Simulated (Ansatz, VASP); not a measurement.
**AlN: VASP beside Ansatz**

```
CELL_PARAMETERS angstrom
2.99600 0.00000 0.00000
-1.49800 2.59461 0.00000
0.00000 0.00000 4.94358
ATOMIC_POSITIONS crystal
Al 0.33333 0.66667 0.00449
Al 0.66667 0.33333 0.50449
N 0.33333 0.66667 0.38051
N 0.66667 0.33333 0.88051
```

Alike in both runs: functional LDA; k mesh 9 × 9 × 6; occupations gaussian, width 0.05 eV; no spin polarisation.

Ansatz relaxed the structure, and its values are those at the end. VASP's run is a single point on that final structure, the one shown.

```csv
,VASP,Ansatz
version,VASP 6.6.1,Ansatz 0.2.0
potentials or method,"VASP PAW LDA potentials, release 64 (Al, N)","scalar-relativistic, plane waves, PAW"
plane-wave cutoff (eV),520,520
valence electrons in the cell,16,16
```

|  | VASP | Ansatz | Ansatz less VASP |
| --- | --- | --- | --- |
| gap on the k mesh at the Fermi level (eV) | 4.88 | 4.90 | +0.021 |
| least direct gap on the mesh (eV) | 5.08 | 5.07 | -0.009 |
| pressure (GPa) | 15.7 | 14.8 | -0.87 |

Ansatz warned: «pseudo_functional_mismatch».

Caveats: so large a pressure means that the cell lies far from this level's equilibrium, or that cutoff or potentials fall short (VASP); an odd mesh through Γ misses points on the zone boundary, where band edges often lie.
